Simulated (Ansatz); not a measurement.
The system is Se.

```
CELL_PARAMETERS angstrom
2.81056 0.00000 0.00000
0.00000 2.81056 0.00000
0.00000 0.00000 2.81056
ATOMIC_POSITIONS crystal
Se 0.00000 0.00000 0.00000
```

This isn't the form of Se at room conditions, which is trigonal, of chains.

| Quantity | Value |
| --- | --- |
| Program | Ansatz 0.2.0 |
| Task | relaxation of cell and atoms |
| Functional | revPBE |
| Potentials or basis | Ansatz PAW |
| Cutoff | 420 eV (not typed: the program's choice for these potentials) |
| k mesh | 9 × 9 × 9 |
| Occupations | fermi-dirac, width 0.05 eV |
| Spin | no spin polarisation |

At the start: volume 22.20 Å³/atom.

Question: How do energy, volume and symmetry change on relaxing?

Answer: It ends after 5 steps and the volume is 23.25 Å³/atom (+4.7 %); space group Pm-3m (No. 221, to 0.05 Å).

The path:
```tsv
step	energy change (eV)	largest force (eV/Å)	volume (Å³)
1	0.0000	0.0000	22.20
2	-0.0060	0.0000	23.97
3	-0.0103	0.0000	23.31
4	-0.0103	0.0000	23.25
5	-0.0104	0.0000	23.25
```

Final structure:
```
CELL_PARAMETERS angstrom
2.85426 0.00000 0.00000
0.00000 2.85426 0.00000
0.00000 0.00000 2.85426
ATOMIC_POSITIONS crystal
Se 0.00000 0.00000 0.00000
```

Caveat: the plane-wave basis is chosen anew once the cell has moved, so the energies of steps on either side of that aren't comparable; the PAW data sets come from PBE, with cores solved anew for the run's functional, which leaves a small shift of forces and pressure.
